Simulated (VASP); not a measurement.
# Si in VASP: relaxation of the atoms with PBE

Aim: the relaxation of the atoms of Si with PBE.

Everything below comes from runs of VASP 6.6.1. Logs are shortened: lines on timing, memory, paths and dates and some standing lists are left out, and cuts for length are marked.

## 1. The structure

The cell holds a slab with vacuum, 18 atoms: a = 3.840 Å, b = 5.431 Å, c = 29.361 Å, α = 90.00°, β = 90.00°, γ = 90.00°.

The slab is cut from a database's or a generator's crystal, which needn't be the stable form of the element.

## 2. Relaxation of the atoms, PBE

Contents of INCAR:

```
PREC = Accurate
ENCUT = 300
EDIFF = 1E-6
ISMEAR = 0
SIGMA = 0.05
LREAL = F
LASPH = T
NELM = 100
ALGO = Fast
ISIF = 2
LWAVE = F
LCHARG = F
GGA = PE
IBRION = 2
NSW = 40
EDIFFG = -0.005
```

Contents of KPOINTS:

```
regular mesh
0
Gamma
  6 4 1
```

Contents of POSCAR:

```
Si
1.0
    3.8402969286      0.0000000000      0.0000000000
    0.0000000000      5.4310000000      0.0000000000
    0.0000000000      0.0000000000     29.3611877145
Si
18
Direct
    0.0000000000      0.0000000000      0.2384099740
    0.5000000000      0.2500000000      0.2384099740
    0.5000000000      0.5000000000      0.3038074805
    0.0000000000      0.7500000000      0.3038074805
    0.0000000000      0.0000000000      0.3692049870
    0.5000000000      0.2500000000      0.3692049870
    0.5000000000      0.5000000000      0.4346024935
    0.0000000000      0.7500000000      0.4346024935
    0.0000000000      0.0000000000      0.5000000000
    0.5000000000      0.2500000000      0.5000000000
    0.5000000000      0.5000000000      0.5653975065
    0.0000000000      0.7500000000      0.5653975065
    0.0000000000      0.0000000000      0.6307950130
    0.5000000000      0.2500000000      0.6307950130
    0.5000000000      0.5000000000      0.6961925195
    0.0000000000      0.7500000000      0.6961925195
    0.0000000000      0.0000000000      0.7615900260
    0.5000000000      0.2500000000      0.7615900260
```

Potentials or basis: VASP PAW PBE potentials, release 64 (Si).

Run with:

```bash
cat potpaw_PBE.64/Si/POTCAR > POTCAR
mpirun -np 1 vasp_std > vasp.out
```

OUTCAR:

```text
PREC = Accurate
   ENCUT = 300
   EDIFF = 1E-6
   ISMEAR = 0
   LREAL = F
   LASPH = T
   NELM = 100
   ISIF = 2
   GGA = PE
   IBRION = 2
   NSW = 40
   EDIFFG = -0.005

 ion  position               nearest neighbor table
   1  0.000  0.000  0.238-   2 2.35   2 2.35   4 2.35
   2  0.500  0.250  0.238-   1 2.35   1 2.35   3 2.35
   3  0.500  0.500  0.304-   4 2.35   4 2.35   2 2.35   6 2.35
   4  0.000  0.750  0.304-   3 2.35   3 2.35   1 2.35   5 2.35
   5  0.000  0.000  0.369-   6 2.35   6 2.35   8 2.35   4 2.35
   6  0.500  0.250  0.369-   5 2.35   5 2.35   7 2.35   3 2.35
   7  0.500  0.500  0.435-   8 2.35   8 2.35  10 2.35   6 2.35
   8  0.000  0.750  0.435-   7 2.35   7 2.35   9 2.35   5 2.35
   9  0.000  0.000  0.500-  10 2.35  10 2.35  12 2.35   8 2.35
  10  0.500  0.250  0.500-   9 2.35   9 2.35  11 2.35   7 2.35
  11  0.500  0.500  0.565-  12 2.35  12 2.35  14 2.35  10 2.35
  12  0.000  0.750  0.565-  11 2.35  11 2.35  13 2.35   9 2.35
  13  0.000  0.000  0.631-  14 2.35  14 2.35  12 2.35  16 2.35
  14  0.500  0.250  0.631-  13 2.35  13 2.35  11 2.35  15 2.35
  15  0.500  0.500  0.696-  16 2.35  16 2.35  18 2.35  14 2.35
  16  0.000  0.750  0.696-  15 2.35  15 2.35  17 2.35  13 2.35
  17  0.000  0.000  0.762-  18 2.35  18 2.35  16 2.35
  18  0.500  0.250  0.762-  17 2.35  17 2.35  15 2.35

  LATTYP: Found a simple orthorhombic cell.
 ALAT       =     3.8402969286
 B/A-ratio  =     1.4142135624
 C/A-ratio  =     7.6455514405

  Lattice vectors:

 A1 = (   3.8402969286,   0.0000000000,   0.0000000000)
 A2 = (   0.0000000000,   5.4310000000,   0.0000000000)
 A3 = (   0.0000000000,   0.0000000000,  29.3611877145)

Analysis of symmetry for initial positions (statically):
=====================================================================
 Subroutine PRICEL returns:
 Original cell was already a primitive cell.

 Routine SETGRP: Setting up the symmetry group for a
 simple orthorhombic supercell.

 Subroutine GETGRP returns: Found  8 space group operations
 (whereof  4 operations were pure point group operations)
 out of a pool of  8 trial point group operations.

The static configuration has the point symmetry C_2v.
 The point group associated with its full space group is D_2h.

Analysis of symmetry for dynamics (positions and initial velocities):
=====================================================================
 Subroutine PRICEL returns:
 Original cell was already a primitive cell.

 Routine SETGRP: Setting up the symmetry group for a
 simple orthorhombic supercell.

 Subroutine GETGRP returns: Found  8 space group operations
 (whereof  4 operations were pure point group operations)
 out of a pool of  8 trial point group operations.

The dynamic configuration has the point symmetry C_2v.
 The point group associated with its full space group is D_2h.

 Subroutine INISYM returns: Found  8 space group operations
 (whereof  4 operations are pure point group operations),
 and found     1 'primitive' translations

----------------------------------------------------------------------------------------

                                     Primitive cell

  volume of cell :     612.3761

  direct lattice vectors                    reciprocal lattice vectors
     3.840296929  0.000000000  0.000000000     0.260396531  0.000000000  0.000000000
     0.000000000  5.431000000  0.000000000     0.000000000  0.184128153  0.000000000
     0.000000000  0.000000000 29.361187715     0.000000000  0.000000000  0.034058568

  length of vectors
     3.840296929  5.431000000 29.361187715     0.260396531  0.184128153  0.034058568

  position of ions in fractional coordinates (direct lattice)
     0.000000000  0.000000000  0.238409974
     0.500000000  0.250000000  0.238409974
     0.500000000  0.500000000  0.303807480
     0.000000000  0.750000000  0.303807480
     0.000000000  0.000000000  0.369204987
     0.500000000  0.250000000  0.369204987
[... 10 lines left out ...]
     0.000000000  0.000000000  0.761590026
     0.500000000  0.250000000  0.761590026

  ion indices of the primitive-cell ions
   primitive index   ion index
                 1           1
                 2           2
                 3           3
                 4           4
                 5           5
                 6           6
[... 10 lines left out ...]
                17          17
                18          18

----------------------------------------------------------------------------------------

 KPOINTS: regular mesh

Automatic generation of k-mesh.
 Grid dimensions read from file:
 generate k-points for:    6    4    1

 Generating k-lattice:

  Cartesian coordinates                     Fractional coordinates (reciprocal lattice)
     0.043399422  0.000000000  0.000000000     0.166666667  0.000000000  0.000000000
     0.000000000  0.046032038  0.000000000     0.000000000  0.250000000  0.000000000
     0.000000000  0.000000000  0.034058568     0.000000000  0.000000000  1.000000000

  Length of vectors
     0.043399422  0.046032038  0.034058568

  Shift w.r.t. Gamma in fractional coordinates (k-lattice)
     0.000000000  0.000000000  0.000000000

 Subroutine IBZKPT returns following result:
 ===========================================

 Found     12 irreducible k-points:

 Following reciprocal coordinates:
            Coordinates               Weight
  0.000000  0.000000  0.000000      1.000000
  0.166667  0.000000  0.000000      2.000000
  0.333333  0.000000  0.000000      2.000000
  0.500000  0.000000  0.000000      1.000000
  0.000000  0.250000  0.000000      2.000000
  0.166667  0.250000  0.000000      4.000000
  0.333333  0.250000  0.000000      4.000000
  0.500000  0.250000  0.000000      2.000000
  0.000000  0.500000  0.000000      1.000000
  0.166667  0.500000  0.000000      2.000000
  0.333333  0.500000  0.000000      2.000000
  0.500000  0.500000  0.000000      1.000000
   k-points           NKPTS =     12   k-points in BZ     NKDIM =     12   number of bands    NBANDS=     46
   number of dos      NEDOS =    301   number of ions     NIONS =     18
   total plane-waves  NPLWV = 129024
   dimension x,y,z NGX =    24 NGY =   32 NGZ =  168
   dimension x,y,z NGXF=    48 NGYF=   64 NGZF=  336
   ions per type =              18
   NGX,Y,Z   is equivalent  to a cutoff of  10.39,  9.80,  9.51 a.u.
   NGXF,Y,Z  is equivalent  to a cutoff of  20.78, 19.59, 19.02 a.u.
 SYSTEM =  unknown system
   PREC   = accura    normal or accurate (medium, high low for compatibility)
   ISTART =      0    job   : 0-new  1-cont  2-samecut
   ICHARG =      2    charge: 1-file 2-atom 10-const
   ISPIN  =      1    spin polarized calculation?
   LNONCOLLINEAR =      F non collinear calculations
   LSORBIT =      F    spin-orbit coupling
   LASPH  =      T    aspherical Exc in radial PAW
   ENCUT  =  300.0 eV  22.05 Ry    4.70 a.u.   5.42  7.67 41.47*2*pi/ulx,y,z
   NELM   =    100;   NELMIN=  2; NELMDL= -5     # of ELM steps
   EDIFF  = 0.1E-05   stopping-criterion for ELM
   LREAL  =      F    real-space projection
   EDIFFG = -.5E-02   stopping-criterion for IOM
   NSW    =     40    number of steps for IOM
   IBRION =      2    ionic relax: 0-MD 1-quasi-New 2-CG
   NFREE  =      1    steps in history (QN), initial steepest desc. (CG)
   ISIF   =      2    stress and relaxation
   ISYM   =      2    0-nonsym 1-usesym 2-fastsym
   POTIM  = 0.5000    time-step for ionic-motion
   TEBEG  =    0.0;   TEEND  =   0.0 temperature during run
   PSTRESS=    0.0 pullay stress
   NELECT =      72.0000    total number of electrons
   NUPDOWN=      -1.0000    fix difference up-down
   EMIN   =  10.00;   EMAX   =-10.00  energy-range for DOS
   EFERMI =   0.00;   METHOD = LEGACY
   ISMEAR =     0;   SIGMA  =   0.05  broadening in eV -4-tet -1-fermi 0-gaus
   EFERMI_NEDOS =   21; number of points for ismear=-14 and -15
   IALGO  =     68    algorithm
   IMIX   =      4    mixing-type and parameters
     AMIX     =   0.40;   BMIX     =  1.00
     AMIX_MAG =   1.60;   BMIX_MAG =  1.00
  volume/ion in A,a.u.               =      34.02       229.58
  Fermi-wavevector in a.u.,A,eV,Ry     =   0.802010  1.515578  8.751532  0.643219
  Thomas-Fermi vector in A             =   1.909606
   LORBIT       =      0    0 simple, 1 ext, 2 COOP (PROOUT), +10 PAW based schemes
   GGA     = PE    functional components
   LHFCALC =     F    Hartree Fock is set to
   AEXX    =    0.0000 exact exchange contribution
   IVDW    =     0    specifies the selected vdW correction
   LEPSILON=     F    determine dielectric tensor
   LRPA    =     F    only Hartree local field effects (RPA)
 conjugate gradient relaxation of ions
 non-spin polarized calculation
 RMM-DIIS sequential band-by-band and
 Gauss-broadening in eV      SIGMA  =   0.05
  energy-cutoff  :      300.00
  volume of cell :      612.38
 maximum number of plane-waves:      7279
 NGX is ok and might be reduce to    24
   NGX = 11   NGY = 15   NGZ = 83

--------------------------------------- Ionic step        1  -------------------------------------------

 number of electron      71.9999988 magnetization

 Free energy of the ion-electron system (eV)
  ---------------------------------------------------
  ext. energy  EPLUGINS =         0.00000000
  ---------------------------------------------------
  free energy    TOTEN  =       -92.68411626 eV

  energy without entropy =      -92.66400315  energy(sigma->0) =      -92.67405971

------------------------ aborting loop because EDIFF is reached ----------------------------------------

  FORCE on cell =-STRESS in cart. coord.  units (eV):
  Direction    XX          YY          ZZ          XY          YZ          ZX
  --------------------------------------------------------------------------------------
  -------------------------------------------------------------------------------------
  Total        2.3457470      0.0558364      1.5705696      0.0000000      0.0000000      0.0000000
  in kB        6.1372460      0.1460865      4.1091268      0.0000000      0.0000000      0.0000000
  external PRESSURE =       3.4641531 kB  Pullay stress =       0.0000000 kB
[... 137 lines left out ...]
  FREE ENERGIE OF THE ION-ELECTRON SYSTEM (eV)
  ---------------------------------------------------
  free  energy   TOTEN  =       -92.7835956352 eV

  energy  without entropy=      -92.7714657341  energy(sigma->0) =      -92.77753068

[... ionic steps 4 to 13 ...]

--------------------------------------- Ionic step       14  -------------------------------------------

 number of electron      72.0000004 magnetization

------------------------ aborting loop because EDIFF is reached ----------------------------------------
[... 99 lines left out ...]
--------------------------------------- Ionic step       16  -------------------------------------------

 number of electron      72.0000004 magnetization

 Free energy of the ion-electron system (eV)
  ---------------------------------------------------
  ext. energy  EPLUGINS =         0.00000000
  ---------------------------------------------------
  free energy    TOTEN  =       -92.83513971 eV

  energy without entropy =      -92.82168025  energy(sigma->0) =      -92.82840998

 E-fermi :   1.5156     XC(G=0):  -6.0936

 val. band max:        1.5113863352   @ k =   0.3333   0.5000   0.0000
 cond. band min:       1.5262509695   @ k =   0.1667   0.5000   0.0000
 fundamental gap:      0.0148646342
 Fermi energy:         1.5156006365

 k-point     1 :       0.0000    0.0000    0.0000
  band No.  band energies     occupation
      1     -10.4703      2.00000
      2     -10.2130      2.00000
      3      -9.7839      2.00000
      4      -9.1653      2.00000
      5      -8.4213      2.00000
      6      -7.6607      2.00000
[... 622 lines left out ...]
  FREE ENERGIE OF THE ION-ELECTRON SYSTEM (eV)
  ---------------------------------------------------
  free  energy   TOTEN  =       -92.8351397143 eV

  energy  without entropy=      -92.8216802460  energy(sigma->0) =      -92.82840998

 reached required accuracy - stopping structural energy minimisation
```

It took 15 min on 1 thread of AMD EPYC 9R45 (Zen 5), shared host; peak memory 0.37 GiB.

Results:

```
Free energy               : -92.8351 eV
Energy gained by relaxing : 8.4 meV/atom
Ionic steps               : 16
Band gap on the k mesh    : none (metal or under the smearing width)
```

Forces in eV/Å, atoms in the order of the input:
```
Si   0.000  0.001  0.002
Si   0.000 -0.001  0.002
Si   0.000  0.002 -0.002
Si   0.000 -0.002 -0.002
Si   0.000  0.002 -0.002
Si   0.000 -0.002 -0.002
Si   0.000 -0.001 -0.001
Si   0.000  0.001 -0.001
Si   0.000  0.002  0.000
Si   0.000 -0.002  0.000
Si   0.000 -0.001  0.001
Si   0.000  0.001  0.001
Si   0.000  0.002  0.002
Si   0.000 -0.002  0.002
Si   0.000  0.002  0.002
Si   0.000 -0.002  0.002
Si   0.000  0.001 -0.002
Si   0.000 -0.001 -0.002
```

Step by step:
```tsv
step	energy change (eV)	largest force (eV/Å)	pressure (GPa)
1	0.0000	0.6528	0.35
2	-0.0754	0.3459	0.46
3	-0.0995	0.2741	0.59
4	-0.1286	0.1348	0.70
5	-0.1313	0.1820	0.75
6	-0.1425	0.0947	0.78
7	-0.1452	0.0991	0.81
8	-0.1492	0.0542	0.84
9	-0.1494	0.0601	0.85
10	-0.1508	0.0271	0.87
11	-0.1508	0.0247	0.87
12	-0.1510	0.0116	0.87
13	-0.1510	0.0104	0.87
14	-0.1510	0.0079	0.88
15	-0.1510	0.0061	0.88
16	-0.1510	0.0027	0.88
```

Final structure:
```xyz
18
Lattice="3.8403 0.0000 0.0000 0.0000 5.4310 0.0000 0.0000 0.0000 29.3612" Properties=species:S:1:pos:R:3 pbc="T T T"
Si    0.0000    0.0731    7.0622
Si    1.9201    1.2847    7.0622
Si    1.9201    2.7314    8.8626
Si    3.8403    4.0573    8.8626
Si    0.0000    0.0005   10.7942
Si    1.9201    1.3573   10.7942
Si    1.9201    2.7110   12.7386
Si    0.0000    4.0778   12.7386
Si    0.0000    5.4285   14.6806
Si    1.9201    1.3602   14.6806
Si    1.9201    2.7110   16.6226
Si    0.0000    4.0778   16.6226
Si    0.0000    0.0005   18.5670
Si    1.9201    1.3573   18.5670
Si    1.9201    2.7314   20.4986
Si    0.0000    4.0573   20.4986
Si    0.0000    0.0731   22.2990
Si    1.9201    1.2847   22.2990
```

Caveat: the cutoff is under 1.25 times the usual one of these potentials, so pressure, stress and relaxed cells hold a basis-set (Pulay) error.
